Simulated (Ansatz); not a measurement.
# V under changes of volume

One of the cells (13.891 Å³/atom); the others are scaled copies at fixed shape and fractional positions:

```
V
1.0
    -1.51435    1.51435    1.51435
     1.51435   -1.51435    1.51435
     1.51435    1.51435   -1.51435
V
1
Direct
  0.00000 0.00000 0.00000
```

| Quantity | Value |
| --- | --- |
| Program | Ansatz 0.2.0 |
| Functional | revPBE |
| Dispersion | D3(BJ) |
| Potentials or basis | Ansatz PAW |
| Cutoff | 420 eV (not typed: the program's choice for these potentials) |
| k mesh | 12 × 12 × 12 |
| Occupations | fermi-dirac, width 0.05 eV |
| Spin | collinear spin, ferromagnetic start |
| Starting moments | [2.0] μB |

```tsv
volume (Å³/atom)	energy over the lowest point (meV/atom)	pressure (GPa)
13.058	0.00	-7.8
13.336	16.67	-11.3
13.613	?	?
13.891	66.71	-17.3
14.169	99.12	-19.9
14.447	135.82	-22.2
14.725	176.33	-24.2
```

Problem. What does the run at 13.613 Å³/atom give?

Solution. Energy over the lowest point 39.05 meV/atom; pressure -14.5 GPa.

Worked out: A Birch-Murnaghan fit of order 3 (a polynomial in V^(-2/3)) to the other rows has no minimum within the range. It gives 39.03 meV/atom at 13.613 Å³/atom, against the run's 39.05, and -dE/dV = -14.5 GPa, against -14.5.

Energies are extrapolated to zero smearing.

Caveats: pairwise dispersion overbinds metals, which lowers pressure and volume; the PAW data sets come from PBE, with cores solved anew for the run's functional, which leaves a small shift of forces and pressure; the starting moments weren't kept.
